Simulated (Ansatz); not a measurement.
What does this script print? It uses the Ansatz DFT code, driven from Python.

Contents of `POSCAR_cds`:
```text
CdS
1.0
   4.26116959    0.00000000    0.00000000
  -2.13058479    3.69028111    0.00000000
   0.00000000    0.00000000    5.80417294
Cd S
1 1
Direct
   0.00000000    0.00000000    0.44269192
   0.66666667    0.33333333    0.43430808
```

Script `cds_mass.py`:
```python
"""Effective masses of CdS by finite differences."""

import warnings

import ansatz as az
from ase.io import read
import numpy as np

warnings.simplefilter("ignore", az.DeckWarning)

atoms = read("POSCAR_cds", format="vasp")
cell = az.Crystal.from_ase(atoms)

base = (
    cell.calculation()
    .functional("LDA")
    .basis(550)
    .kpoints(6, 6, 4)
    .occupations("fixed")
)
# find the band extrema among the mesh points first
result = base.band_table().run()
rep = result.report
levels = np.array(rep["eigenvalues_ev"])
filled = round(rep["n_electrons"] / 2)
edges = {"top filled band": (filled - 1, levels[:, filled - 1].argmax()), "lowest empty band": (filled, levels[:, filled].argmin())}
gap = levels[:, filled].min() - levels[:, filled - 1].max()
print(f"gap on the mesh {gap:.3f} eV")
if gap <= 0.05:
    print("no gap: band-edge masses have no meaning here")
    edges = {}
reciprocal = 2 * np.pi * np.linalg.inv(result.lattice.cell_ang).T
step = 0.008  # 1/A

# second differences give the curvature tensor; masses are hbar^2/m_e = 7.61996 eV A^2 over its eigenvalues
pairs = [(0, 1), (0, 2), (1, 2)]
moves = [sign * axis for axis in np.eye(3) for sign in (-1, 1)]
moves += [s1 * np.eye(3)[i] + s2 * np.eye(3)[j] for i, j in pairs for s1 in (1, -1) for s2 in (1, -1)]
for name, (band, index) in edges.items():
    together = int(np.sum(np.abs(levels[index] - levels[index, band]) < 2e-3))
    print(name, "at k =", np.round(rep["kpoints_frac"][index], 4), f"E = {levels[index, band]:.4f} eV, degeneracy {together}")
    centre = np.array(rep["kpoints_frac"][index]) @ reciprocal
    points = [centre] + [centre + step * move for move in moves]
    table = base.band_structure(points, intervals=1, cartesian=True).run().band_structure().channels[0].eigenvalues_ev
    if together > 1:
        level = np.flatnonzero(np.abs(levels[index] - levels[index, band]) < 2e-3)
        along = (table[1, level] + table[2, level] - 2 * table[0, level]) / step ** 2
        print("  degenerate level, no single mass tensor; masses of its branches along x:", np.round(7.61996 / along, 3), "m_e")
        continue
    e = table[:, band]
    hessian = np.diag((e[1:7:2] + e[2:7:2] - 2 * e[0]) / step ** 2)
    for (i, j), (pp, pm, mp, mm) in zip(pairs, e[7:].reshape(3, 4)):
        hessian[i, j] = hessian[j, i] = (pp - pm - mp + mm) / (4 * step ** 2)
    curvatures, axes = np.linalg.eigh(hessian)
    slope = (e[2:7:2] - e[1:7:2]) / (2 * step)
    print("  slope (eV A):", np.round(slope, 3) + 0.0, "" if np.abs(slope).max() < 0.05 else "- no extremum here, so these are local curvatures and no band-edge masses")
    for curvature, axis in zip(curvatures, axes.T):
        print(f"  principal mass {7.61996 / curvature:8.3f} m_e along", np.round(axis, 2) + 0.0)
```

Running `python cds_mass.py` prints:
```text
gap on the mesh 1.244 eV
top filled band at k = [0.3333 0.3333 0.    ] E = 0.6371 eV, degeneracy 1
  slope (eV A): [0. 0. 0.]
  principal mass   -2.027 m_e along [-0.98  0.19  0.  ]
  principal mass   -2.027 m_e along [0.19 0.98 0.  ]
  principal mass   -4.635 m_e along [0. 0. 1.]
lowest empty band at k = [0. 0. 0.] E = 1.8807 eV, degeneracy 1
  slope (eV A): [0. 0. 0.]
  principal mass    1.573 m_e along [0. 0. 1.]
  principal mass    0.115 m_e along [-1.    0.08  0.  ]
  principal mass    0.115 m_e along [-0.08 -1.    0.  ]
```

Semilocal gaps usually lie well under measured ones. This cell is a computed structure, which may not be the phase found in nature. Gaps and levels are Kohn-Sham values on a finite set of k-points, without spin-orbit coupling. The masses are finite-difference curvatures at extrema found on a coarse mesh, which needn't be the true band edges; a step that is long against the gap makes them too heavy. At a valence maximum the curvature is negative (the hole mass is its size); mixed signs mark a saddle. Spin-orbit coupling is left out, and light masses scale with the Kohn-Sham gap. Run time: 18 s on 1 thread of Arm Neoverse V2, on a shared host, peak memory 0.49 GiB.
